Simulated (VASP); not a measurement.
Level of theory: PBE GGA, VASP's PBE PAW potentials (set 64) (plane waves; VASP).

VASP ran on this input.

### POSCAR
```
CsPbI3
1
    6.3549573704     0.0000000000    -0.0000000000
   -0.0000000000     6.3549573704    -0.0000000000
    0.0000000000     0.0000000000     6.3549573704
Cs Pb I
1 1 3
Direct
  0.0000000000   0.0000000000   0.0000000000
  0.5000000000   0.5000000000   0.5000000000
  0.5000000000   0.0000000000   0.5000000000
  0.0000000000   0.5000000000   0.5000000000
  0.5000000000   0.5000000000   0.0000000000
```

### INCAR
```
! general
SYSTEM  = CsPbI3
PREC    = Accurate
ENCUT   = 520   ! plane-wave cut-off (eV)
LREAL   = .False.
LASPH   = .True.   ! aspherical one-centre terms
ICHARG  = 11

! electronic loop
EDIFF   = 1E-7   ! SCF stop (eV)
NELM    = 100   ! most electronic steps
ALGO    = Normal
LMAXMIX = 4   ! l cut-off of mixed one-centre charges

! smearing
ISMEAR  = 0   ! Gaussian
SIGMA   = 0.05

! functional
GGA     = PE   ! PBE

! output
LWAVE   = .False.
LCHARG  = .False.
LORBIT  = 11   ! lm-projected
```

KPOINTS:
```
k-points along high-symmetry lines
15
Line-mode
Reciprocal
  0.000000   0.000000   0.000000 ! GAMMA
  0.000000   0.500000   0.000000 ! X

  0.000000   0.500000   0.000000 ! X
  0.500000   0.500000   0.000000 ! M

  0.500000   0.500000   0.000000 ! M
  0.000000   0.000000   0.000000 ! GAMMA

  0.000000   0.000000   0.000000 ! GAMMA
  0.500000   0.500000   0.500000 ! R

  0.500000   0.500000   0.500000 ! R
  0.000000   0.500000   0.000000 ! X

  0.500000   0.500000   0.500000 ! R
  0.500000   0.500000   0.000000 ! M
```

POTCAR, in this order: Cs_sv Pb_d I (PBE.64 set). Program: vasp_std. Read from the step before: CHGCAR.

Output

**OSZICAR**
```
       N       E                     dE             d eps       ncg     rms          rms(c)
DAV:   1     0.366978608267E+03    0.36698E+03   -0.17788E+04  4680   0.143E+03
DAV:   2     0.287266910239E+02   -0.33825E+03   -0.33251E+03  5844   0.304E+02
DAV:   3    -0.117002709865E+02   -0.40427E+02   -0.39678E+02  5692   0.116E+02
DAV:   4    -0.134132628248E+02   -0.17130E+01   -0.17105E+01  6250   0.314E+01
DAV:   5    -0.134710916472E+02   -0.57829E-01   -0.57817E-01  6376   0.450E+00
DAV:   6    -0.134730939623E+02   -0.20023E-02   -0.20022E-02  6704   0.752E-01
DAV:   7    -0.134731249825E+02   -0.31020E-04   -0.31020E-04  6370   0.881E-02
DAV:   8    -0.134731254870E+02   -0.50458E-06   -0.50459E-06  6710   0.124E-02
DAV:   9    -0.134731254937E+02   -0.66975E-08   -0.66859E-08  4412   0.135E-03
   1 F= -.13473125E+02 E0= -.13473125E+02  d E =-.264602E-14
```

OUTCAR:
```
 val. band max:        1.4829081857   @ k =   0.5000   0.5000   0.5000

 cond. band min:       2.9041874696   @ k =   0.5000   0.5000   0.5000



 k-point     1 :       0.0000    0.0000    0.0000
  band No.  band energies     occupation
      1     -19.9567      2.00000
      2     -15.2304      2.00000
      3     -15.2304      2.00000
      4     -15.1745      2.00000
      5     -15.1745      2.00000
      6     -15.1745      2.00000
      7     -10.7175      2.00000
      8      -9.9636      2.00000
      9      -9.9636      2.00000
     10      -6.7352      2.00000
     11      -6.7352      2.00000
     12      -6.7352      2.00000
     13      -5.4109      2.00000
     14      -2.0067      2.00000
     15      -2.0067      2.00000
     16      -2.0067      2.00000
     17       0.1851      2.00000
     18       0.1851      2.00000
     19       0.1851      2.00000
     20       0.3063      2.00000
     21       0.3063      2.00000
     22       0.3063      2.00000
     23       4.5625      0.00000
     24       5.6235      0.00000
     25       5.6235      0.00000
     26       6.0493      0.00000

 k-point     2 :       0.0000    0.0357    0.0000
  band No.  band energies     occupation
      1     -19.9567      2.00000
      2     -15.2304      2.00000
      3     -15.2303      2.00000
      4     -15.1745      2.00000
      5     -15.1745      2.00000
      6     -15.1745      2.00000
      7     -10.7158      2.00000
      8      -9.9657      2.00000
      9      -9.9635      2.00000
     10      -6.7351      2.00000
     11      -6.7351      2.00000
     12      -6.7350      2.00000
     13      -5.4198      2.00000
     14      -2.0054      2.00000
     15      -2.0054      2.00000
     16      -1.9862      2.00000
     17       0.1833      2.00000
     18       0.1834      2.00000
     19       0.1834      2.00000
     20       0.3040      2.00000
     21       0.3044      2.00000
     22       0.3044      2.00000
     23       4.5748      0.00000
...
```

The density is held fixed in this step, so its total energy and stress have no physical meaning. Unless said otherwise, spin-orbit coupling is left out, though it shifts the bands of the heavy elements here.

The compound is CsPbI3 in the cubic perovskite structure, the ideal cubic form; the compound distorts at low or room temperature. It was relaxed first.
